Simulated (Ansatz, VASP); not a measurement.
Two plane-wave programs on MnO

INCAR

```
PREC = Accurate
ENCUT = 520
EDIFF = 1E-6
ISMEAR = 0
SIGMA = 0.011
LREAL = False
LASPH = True
NELM = 150
ALGO = Normal
ISIF = 2
LWAVE = False
LCHARG = False
ISPIN = 2
MAGMOM = 4 0
LORBIT = 11
LMAXMIX = 4
GGA = PE
NBANDS = 20
```

Contents of KPOINTS:

```
regular mesh
0
Gamma
  10 10 10
```

The input POSCAR:

```
MnO
1.0
    0.0000000000      2.2220003300      2.2220003300
    2.2220003300      0.0000000000      2.2220003300
    2.2220003300      2.2220003300      0.0000000000
Mn O
1 1
Direct
    0.0000000000      0.0000000000      0.0000000000
    0.5000000000      0.5000000000      0.5000000000
```

Contents of input.yaml:

```yaml
crystal:
  lattice:
    - [0.0, 2.22200033, 2.22200033]
    - [2.22200033, 0.0, 2.22200033]
    - [2.22200033, 2.22200033, 0.0]
  atoms:
    - { symbol: Mn, position: [0.0, 0.0, 0.0], spin: 4.0 }
    - { symbol: O, position: [0.5, 0.5, 0.5] }
hamiltonian:
  xc: pbe
  pseudopotentials: { kind: paw }
magnetization:
  spin_polarized: true
kpoints:
  mp_grid: { grid: [10, 10, 10] }
scf:
  occupations: { method: gaussian, width: 0.011 }
output:
  forces: true
  stress: true
  eigenvalues: true
  write_density: true
  write_potential: true
  elf: true
  volumetric_format: npy
```

Alike in both runs: task single point; functional PBE; k mesh 10 × 10 × 10; occupations gaussian, width 0.011 eV; collinear spin.

```csv
,VASP,Ansatz
version,VASP 6.6.1,Ansatz 0.2.0
potentials or method,"VASP PAW PBE potentials, release 64 (Mn_pv, O)",Ansatz PAW
plane-wave cutoff (eV),520,420
valence electrons in the cell,19,21
```

Ansatz gave:

| Quantity | Value |
| --- | --- |
| gap on the k mesh at the Fermi level (eV) | none |
| pressure (GPa) | 0.6 |
| net moment per atom (μB) | 2.40 |
| size of the moment on the site where the two differ most (μB) | 4.07 |

Task: What did VASP give for the same quantities?

Result: gap on the k mesh at the Fermi level (eV): none; pressure (GPa): 0.8; net moment per atom (μB): 2.40; size of the moment on the site where the two differ most (μB): 4.35.

Site moments also hang on the region over which each program counts them. A gap of «none» marks a metal or a gap that the smearing closes. With one functional, cell and mesh, what is left measures potentials, basis and numerics. The two sets of potentials don't hold the same shells in valence.

Caveats: a cell with one magnetic atom can't hold antiferromagnetic order, which such compounds often take; semilocal functionals often make such compounds metallic where correlation or magnetic order opens a gap, which also shifts bond lengths; the pressure holds a Pulay correction of +0.6 GPa for the finite cutoff (Ansatz).
